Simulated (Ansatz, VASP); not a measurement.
## NbSi: VASP beside Ansatz

The input INCAR:

```
ALGO = Normal
EDIFF = 1E-8
ENCUT = 520
GGA = PE
ISIF = 2
ISMEAR = -1
LASPH = True
LCHARG = False
LEFG = True
LREAL = False
LWAVE = False
NBANDS = 16
NELM = 80
PREC = Accurate
SIGMA = 0.05
```

KPOINTS

```
k-points
0
Gamma
  8 8 8
```

Contents of POSCAR:

```
NbSi
1.0
    3.1564400000      0.0000000000      0.0000000000
    0.0000000000      3.1564400000      0.0000000000
    0.0000000000      0.0000000000      3.1564400000
Nb Si
1 1
Direct
    0.0000000000      0.0000000000      0.0000000000
    0.5000000000      0.5000000000      0.5000000000
```

The input input.yaml:

```yaml
crystal:
  lattice:
    - [3.15644, 0.0, 0.0]
    - [0.0, 3.15644, 0.0]
    - [0.0, 0.0, 3.15644]
  atoms:
    - { symbol: Nb, position: [0.0, 0.0, 0.0] }
    - { symbol: Si, position: [0.5, 0.5, 0.5] }
kpoints:
  mp_grid: { grid: [8, 8, 8] }
scf:
  occupations: { method: fermi_dirac, width: 0.05 }
hamiltonian:
  xc: pbe
  pseudopotentials: { kind: all_electron, datasets: crystal }
output:
  forces: true
  stress: true
  eigenvalues: true
  efg: {}
  elf: true
  volumetric_format: npy
```

The cell was built by a generator and needn't be a form met in nature.

Alike in both runs: task electric field gradients; functional PBE; k mesh 8 × 8 × 8; occupations fermi-dirac, width 0.05 eV; no spin polarisation.

|  | VASP | Ansatz |
| --- | --- | --- |
| version | VASP 6.6.1 | Ansatz 0.2.0 |
| potentials or method | VASP PAW PBE potentials, release 64 (Nb_sv, Si) | all-electron PAW datasets made for the crystal |
| plane-wave cutoff (eV) | 520 | see its input |

|  | VASP | Ansatz | Ansatz less VASP |
| --- | --- | --- | --- |
| gap on the k mesh at the Fermi level (eV) | none | none | - |
| pressure (GPa) | -0.3 | -0.1 | +0.23 |
| Vzz of the field gradient on the site that differs most (V/Å²) | 0.0 | 0.0 | 0.00 |

A gap of «none» marks a metal or a gap that the smearing closes. Ansatz ran all-electron here, so the differences hold the error of VASP's frozen core and of both bases.
